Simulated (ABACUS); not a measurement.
# SiNi3 (Pm-3m) in ABACUS: reference runs

Reference runs on SiNi3: the cell as given and a disturbed copy.

Program: ABACUS 3.10.1. These are calculated values, not measurements. Logs are shortened: lines on timing, memory, paths and dates and some standing lists are left out, and cuts for length are marked.

### 1 Starting point

The structure is cubic, space group Pm-3m (No. 221). Conventional cell: a = 3.542 Å, b = 3.542 Å, c = 3.542 Å, α = 90.00°, β = 90.00°, γ = 90.00°. Ni (site symmetry 4/mmm) is surrounded by 8 Ni at 2.50 Å and 4 Si at 2.50 Å. Si (site symmetry m-3m) has 12 Ni at 2.50 Å as nearest neighbours.

### 2 Single point, PBE, collinear spin, ferromagnetic start

INPUT

```
INPUT_PARAMETERS
suffix              SiNi3
calculation         scf
basis_type          pw
pseudo_dir          ./
symmetry            1
dft_functional      pbe
ecutwfc             98
pseudo_rcut         10
nspin               2
nbands              37
ks_solver           dav
smearing_method     fd
smearing_sigma      0.00367493
scf_thr             1e-08
scf_nmax            100
mixing_type         broyden
mixing_beta         0.4
cal_force           1
cal_stress          1
kpar                4
```

STRU

```
ATOMIC_SPECIES
Ni 58.6934 Ni.upf
Si 28.0850 Si.upf

LATTICE_CONSTANT
1.8897261246

LATTICE_VECTORS
3.5420000000 0.0000000000 0.0000000000
0.0000000000 3.5420000000 0.0000000000
0.0000000000 0.0000000000 3.5420000000

ATOMIC_POSITIONS
Direct

Ni
0.0
3
0.5000000000 0.5000000000 0.0000000000 1 1 1 mag 1
0.5000000000 0.0000000000 0.5000000000 1 1 1 mag 1
0.0000000000 0.5000000000 0.5000000000 1 1 1 mag 1

Si
0.0
1
0.0000000000 0.0000000000 0.0000000000 1 1 1 mag 0
```

KPT

```
K_POINTS
0
Gamma
8 8 8 0 0 0
```

Potentials or basis: PseudoDojo NC SR 0.4.1 PBE standard, plane waves.

Run with:

```bash
$ OMP_NUM_THREADS=1 mpirun -np 4 abacus > log
```

running log:

```text
ABACUS v3.10.1

               Atomic-orbital Based Ab-initio Computation at UStc

 ------------------------------------------------------------------------------------

 READING GENERAL INFORMATION
                           global_out_dir = OUT.SiNi3/
                           global_in_card = INPUT
                               pseudo_dir = ./
                              orbital_dir =
                                    DSIZE = 4
                                    GSIZE = 1
[... 5 lines left out ...]

 READING ATOM TYPE 1
                               atom label = Ni
                      L=0, number of zeta = 1
                      L=1, number of zeta = 1
                      L=2, number of zeta = 1
             number of atom for this type = 3
               magnetization of element 1 = 1

 READING ATOM TYPE 2
                               atom label = Si
                      L=0, number of zeta = 1
                      L=1, number of zeta = 1
                      L=2, number of zeta = 1
             number of atom for this type = 1
               magnetization of element 2 = 0

                        TOTAL ATOM NUMBER = 4
DIRECT COORDINATES
    atom                   x                   y                   z     mag                  vx                  vy                  vz
taud_Ni1            0.5000000000        0.5000000000        0.0000000000  1.0000        0.0000000000        0.0000000000        0.0000000000
taud_Ni2            0.5000000000        0.0000000000        0.5000000000  1.0000        0.0000000000        0.0000000000        0.0000000000
taud_Ni3            0.0000000000        0.5000000000        0.5000000000  1.0000        0.0000000000        0.0000000000        0.0000000000
taud_Si1            0.0000000000        0.0000000000        0.0000000000  0.0000        0.0000000000        0.0000000000        0.0000000000

                          Volume (Bohr^3) = 299.876
                             Volume (A^3) = 44.437

 Lattice vectors: (Cartesian coordinate: in unit of a_0)
               +3.542                  +0                  +0
                   +0              +3.542                  +0
                   +0                  +0              +3.542
 Reciprocal vectors: (Cartesian coordinate: in unit of 2 pi/a_0)
            +0.282326                  -0                  +0
                   -0           +0.282326                  -0
                   +0                  -0           +0.282326
 The esolver type has been set to : ksdft_pw

                PAO radial cut off (Bohr) = 10

 Read in pseudopotential file is Ni.upf
                     pseudopotential type = NC
          exchange-correlation functional = PBE
                 nonlocal core correction = 1
                        valence electrons = 18
                                     lmax = 2
                           number of zeta = 4
                     number of projectors = 6
                           L of projector = 0
[... 5 lines left out ...]
                PAO radial cut off (Bohr) = 10

 Read in pseudopotential file is Si.upf
                     pseudopotential type = NC
          exchange-correlation functional = PBE
                 nonlocal core correction = 1
                        valence electrons = 4
                                     lmax = 2
                           number of zeta = 2
                     number of projectors = 6
                           L of projector = 0
                           L of projector = 0
                           L of projector = 1
                           L of projector = 1
                           L of projector = 2
                           L of projector = 2
     initial pseudo atomic orbital number = 34
 The readin total magnetization is 3

 SETUP THE ELECTRONS NUMBER
            electron number of element Ni = 18
      total electron number of element Ni = 54
            electron number of element Si = 4
      total electron number of element Si = 4
            AUTOSET number of electrons:  = 58
                           occupied bands = 29
                                   NBANDS = 37
                                   NLOCAL = 36

%%%%%%%%%%%%%%%%%%%%%%%%%%%%%%%%%%%%%%%%%%%%%%%%%%%%%%%%%%%%%%%%%%%%%%%%%%%%%%%%%%%%%%%%%%%%%%%%%%%%%%%%%%
 Warning: the number of valence electrons in pseudopotential > 10 for Ni: [Ar] 3d8 4s2
 Pseudopotentials with additional electrons can yield (more) accurate outcomes, but may be less efficient.
 If you're confident that your chosen pseudopotential is appropriate, you can safely ignore this warning.
%%%%%%%%%%%%%%%%%%%%%%%%%%%%%%%%%%%%%%%%%%%%%%%%%%%%%%%%%%%%%%%%%%%%%%%%%%%%%%%%%%%%%%%%%%%%%%%%%%%%%%%%%%

 SETUP THE PLANE WAVE BASIS
 energy cutoff for charge/potential (unit:Ry) = 392
            fft grid for charge/potential = [ 45, 45, 45 ]
                        fft grid division = [ 1, 1, 1 ]
        big fft grid for charge/potential = [ 45, 45, 45 ]
                                     nbxx = 91125
                                     nrxx = 91125

 SETUP PLANE WAVES FOR CHARGE/POTENTIAL
                    number of plane waves = 39127
                         number of sticks = 1389
[... 60 lines left out ...]
                     BRAVAIS LATTICE NAME = 01. Cubic P (simple)
                                    ibrav = 1
                       right hand lattice = 1
                        ROTATION MATRICES = 48
                               nkstot_ibz = 35
K-POINTS REDUCTION ACCORDING TO SYMMETRY
     IBZ    DIRECT_X    DIRECT_Y    DIRECT_Z  WEIGHT  ibz2bz
       1  0.00000000  0.00000000  0.00000000  0.0020       0
       2  0.12500000  0.00000000  0.00000000  0.0117       1
       3  0.25000000  0.00000000  0.00000000  0.0117       2
       4  0.37500000  0.00000000  0.00000000  0.0117       3
       5  0.50000000  0.00000000  0.00000000  0.0059       4
       6  0.12500000  0.12500000  0.00000000  0.0234       9
[... 22 lines left out ...]
      29  0.37500000  0.37500000  0.25000000  0.0469     155
      30  0.50000000  0.37500000  0.25000000  0.0469     156
[... 5 further k points ...]

                               nkstot now = 35
[... K-POINTS DIRECT COORDINATES: 35 rows ...]

           k-point number in this process = 9
       minimum distributed K point number = 8
[... stars of the k points ...]
                             nks(nspin=2) = 18
                          nkstot(nspin=2) = 70

[... K-POINTS CARTESIAN COORDINATES: 18 rows ...]

[... K-POINTS DIRECT COORDINATES: 18 rows ...]

 SETUP PLANE WAVES FOR WAVE FUNCTIONS
     energy cutoff for wavefunc (unit:Ry) = 98
              fft grid for wave functions = [ 45, 45, 45 ]
                    number of plane waves = 5695
                         number of sticks = 385

 PARALLEL PW FOR WAVE FUNCTIONS
     PROC   COLUMNS(POT)             PW
        1            385           5695
 --------------- sum -------------------
        1            385           5695

 SETUP NONLOCAL PSEUDOPOTENTIALS IN PLANE WAVE BASIS
 Ni non-local projectors:
 projector 1 L=0
 projector 2 L=0
 projector 3 L=1
 projector 4 L=1
 projector 5 L=2
 projector 6 L=2
 Si non-local projectors:
 projector 1 L=0
 projector 2 L=0
 projector 3 L=1
 projector 4 L=1
 projector 5 L=2
 projector 6 L=2
      TOTAL NUMBER OF NONLOCAL PROJECTORS = 72

 Init Non-Local PseudoPotential table :
 Init Non-Local-Pseudopotential done.

                                     npwx = 4945

 Make real space PAO into reciprocal space.
       max mesh points in Pseudopotential = 1001
     dq(describe PAO in reciprocal space) = 0.01
                                    max q = 1192

 number of pseudo atomic orbitals for Ni is 4
WARNING: norm of atomic wavefunction # 4 of atomic type Ni is 0.999945, renormalized

 number of pseudo atomic orbitals for Si is 2
WARNING: norm of atomic wavefunction # 2 of atomic type Si is 0.999847, renormalized

 -------------------------------------------
 SELF-CONSISTENT
 -------------------------------------------
                                 init_chg = atomic

 PW ALGORITHM --------------- ION=   1  ELEC=   1--------------------------------

 Notice: Threshold on eigenvalues was too large.
 hsover_error=0.58 > DRHO=0.27918
 Origin diag ethr = 0.01
 New diag ethr = 0.000481346
          total magnetism (Bohr mag/cell) = 0.576386
       absolute magnetism (Bohr mag/cell) = 0.966222
                        nelec for spin up = 29.2882
                      nelec for spin down = 28.7118

 Density error is 0.276067286609
                          Error Threshold = 0.000481345630442
----------------------------------------------------------
     Energy           Rydberg                 eV
----------------------------------------------------------
 E_KohnSham     -1015.2637157268     -13813.3715065372
 E_Harris       -1002.3452562536     -13637.6068483189
 E_Fermi        1.2320367897         16.7627204861
----------------------------------------------------------
[... 135 lines left out ...]
 Density error is 1.82843700374e-09
                          Error Threshold = 6.22922568537e-11
----------------------------------------------------------
     Energy           Rydberg                 eV
----------------------------------------------------------
 E_KohnSham     -1015.3367148156     -13814.3647100931
 E_KS(sigma->0) -1015.3360319998     -13814.3554199074
 E_Harris       -1015.3364912222     -13814.3616679491
 E_band         -63.2414694648       -860.4443346144
 E_one_elec     -589.2418062948      -8017.0460654211
 E_Hartree      331.3369553393       4508.0705505853
 E_xc           -131.8418804113      -1793.8008086286
 E_Ewald        -625.5886178171      -8511.5698062574
 E_entropy(-TS) -0.0013656316        -0.0185803714
 E_descf        0.0000000000         0.0000000000
 E_exx          0.0000000000         0.0000000000
 E_Fermi        1.2606920710         17.1525955888
----------------------------------------------------------

 charge density convergence is achieved
 final etot is -13814.36471 eV
 EFERMI = 17.152595589 eV

 STATE ENERGY(eV) AND OCCUPATIONS    NSPIN == 2
SPIN UP :
 1/9 kpoint (Cartesian) = 0.0000 0.0000 0.0000 (4945 pws)
       1       -85.9984     0.00195312
       2       -85.9674     0.00195312
       3       -85.9674     0.00195312
       4       -46.4412     0.00195312
       5       -46.4412     0.00195312
       6       -46.4412     0.00195312
[... 224 lines left out ...]
      36        26.7023    2.64413e-85
      37        27.7820        0.00000

[... levels at 12 further k points ...]

------------------------------------------------------------------------------------------
 TOTAL-FORCE (eV/Angstrom)
------------------------------------------------------------------------------------------
                       Ni1         0.0000000000         0.0000000000         0.0000000000
                       Ni2         0.0000000000         0.0000000000         0.0000000000
                       Ni3         0.0000000000         0.0000000000         0.0000000000
                       Si1         0.0000000000         0.0000000000         0.0000000000
------------------------------------------------------------------------------------------

----------------------------------------------------------------
 TOTAL-STRESS (KBAR)
----------------------------------------------------------------
       -58.9314693819         0.0000000000        -0.0000000000
         0.0000000000       -58.9314693819         0.0000000000
         0.0000000000         0.0000000000       -58.9314693819
----------------------------------------------------------------
 TOTAL-PRESSURE: -58.931469 KBAR

 --------------------------------------------
 !FINAL_ETOT_IS -13814.3647100930938905 eV
 --------------------------------------------
```

Wall time 63 s (4 MPI ranks of Intel Xeon 6975P-C (Granite Rapids), shared host); peak memory 0.76 GiB.

What came out:

| Item | Value |
| --- | --- |
| Free energy | -13814.3647 eV |
| Pressure | -5.9 GPa |
| Band gap on the k mesh | none (metal or under the smearing width) |
| Net moment | 0.00 μB per cell |
| Absolute moment | 0.00 μB per cell |

Levels at points of the mesh, in eV from the Fermi level:
Spin up:
| k point | band 26 | band 27 | band 28 | band 29 | band 30 | band 31 | band 32 | band 33 |
| --- | --- | --- | --- | --- | --- | --- | --- | --- |
| (0.00, 0.00, 0.00) | -0.58 | -0.58 | -0.27 | 0.02 | 0.02 | 0.02 | 4.52 | 6.17 |
| (0.50, 0.00, 0.00) | -1.23 | -1.08 | -0.52 | 0.02 | 3.48 | 3.48 | 4.93 | 5.15 |
| (0.50, 0.50, 0.00) | -1.36 | -1.05 | -0.97 | -0.92 | 0.62 | 0.62 | 5.40 | 6.15 |
| (0.50, 0.50, 0.50) | -1.18 | -1.18 | -0.40 | -0.20 | -0.20 | -0.20 | 1.09 | 3.87 |
Spin down:
```csv
k point,band 25,band 26,band 27,band 28,band 29,band 30,band 31,band 32,band 33
"(0.00, 0.00, 0.00)",-0.88,-0.58,-0.58,-0.27,0.02,0.02,0.02,4.52,6.17
"(0.50, 0.00, 0.00)",-1.26,-1.23,-1.08,-0.52,0.02,3.48,3.48,4.93,5.15
"(0.50, 0.50, 0.00)",-1.36,-1.36,-1.05,-0.97,-0.92,0.62,0.62,5.40,6.15
"(0.50, 0.50, 0.50)",-1.37,-1.18,-1.18,-0.40,-0.20,-0.20,-0.20,1.09,3.87
```

### 3 Single point, PBE, collinear spin, ferromagnetic start (atoms moved at random, drawn with an rms of 0.05 Å)

INPUT is that of step 2.

STRU

```
ATOMIC_SPECIES
Ni 58.6934 Ni.upf
Si 28.0850 Si.upf

LATTICE_CONSTANT
1.8897261246

LATTICE_VECTORS
3.5420000000 0.0000000000 0.0000000000
0.0000000000 3.5420000000 0.0000000000
0.0000000000 0.0000000000 3.5420000000

ATOMIC_POSITIONS
Direct

Ni
0.0
3
0.4886370000 0.4838270000 -0.0015600000 1 1 1 mag 1
0.4930390000 -0.0013100000 0.5054280000 1 1 1 mag 1
0.0105450000 0.4973570000 0.4884480000 1 1 1 mag 1

Si
0.0
1
-0.0037180000 0.0064040000 0.0020140000 1 1 1 mag 0
```

KPT is that of step 2.

Potentials or basis: PseudoDojo NC SR 0.4.1 PBE standard, plane waves.

Run with:

```bash
$ OMP_NUM_THREADS=1 mpirun -np 4 abacus > log
```

running log:

```text
ABACUS v3.10.1

               Atomic-orbital Based Ab-initio Computation at UStc

 ------------------------------------------------------------------------------------

 READING GENERAL INFORMATION
                           global_out_dir = OUT.SiNi3/
                           global_in_card = INPUT
                               pseudo_dir = ./
                              orbital_dir =
                                    DSIZE = 4
                                    GSIZE = 1

 READING UNITCELL INFORMATION
                                    ntype = 2
                  lattice constant (Bohr) = 1.88973
              lattice constant (Angstrom) = 1

 READING ATOM TYPE 1
                               atom label = Ni
                      L=0, number of zeta = 1
[... 458 lines left out ...]
       4       -46.4467     0.00195312
       5       -46.4456     0.00195312
       6       -46.4429     0.00195312
[... 224 lines left out ...]
      36        26.8419    2.61023e-87
      37        27.0686    2.80409e-89

[... levels at 124 further k points ...]

------------------------------------------------------------------------------------------
 TOTAL-FORCE (eV/Angstrom)
------------------------------------------------------------------------------------------
                       Ni1         0.5064193918         0.4646500180        -0.0691807696
                       Ni2         0.3886124527        -0.3376990936        -0.1428781970
                       Ni3        -0.7854213431         0.1268776978         0.2919131100
                       Si1        -0.1096105013        -0.2538286222        -0.0798541434
------------------------------------------------------------------------------------------

----------------------------------------------------------------
 TOTAL-STRESS (KBAR)
----------------------------------------------------------------
       -51.6085607209         0.7192149987        -2.8207218898
         0.7192149987       -51.6336161139         3.1877687048
        -2.8207218898         3.1877687048       -50.4885472795
----------------------------------------------------------------
 TOTAL-PRESSURE: -51.243575 KBAR

 --------------------------------------------
 !FINAL_ETOT_IS -13814.3124195905475062 eV
 --------------------------------------------
```

stdout:

```text
ABACUS v3.10.1

               Atomic-orbital Based Ab-initio Computation at UStc

%%%%%%%%%%%%%%%%%%%%%%%%%%%%%%%%%%%%%%%%%%%%%%%%%%%%%%%%%%%%%%%%%%%%%%%%%%%%%%%%%%%%%%%%%%%%%%%%%%%%%%%%%
 Warning: the number of valence electrons in pseudopotential > 10 for Ni: [Ar] 3d8 4s2
[... 37 lines left out ...]
 TOTAL-STRESS (KBAR)
----------------------------------------------------------------
       -51.6085607209         0.7192149987        -2.8207218898
         0.7192149987       -51.6336161139         3.1877687048
        -2.8207218898         3.1877687048       -50.4885472795
----------------------------------------------------------------
 TOTAL-PRESSURE: -51.243575 KBAR
```

It took 7.6 min on 4 MPI ranks of Intel Xeon 6975P-C (Granite Rapids), shared host; peak memory 2 GiB.

What came out:

- Free energy: -13814.3124 eV
- Pressure: -5.1 GPa
- Largest force: 0.847 eV/Å
- Band gap on the k mesh: none (metal or under the smearing width)
- Net moment: 0.00 μB per cell
- Absolute moment: 0.00 μB per cell

Forces in eV/Å, atoms in the order of the input:
```
Ni   0.506  0.465 -0.069
Ni   0.389 -0.338 -0.143
Ni  -0.785  0.127  0.292
Si  -0.110 -0.254 -0.080
```
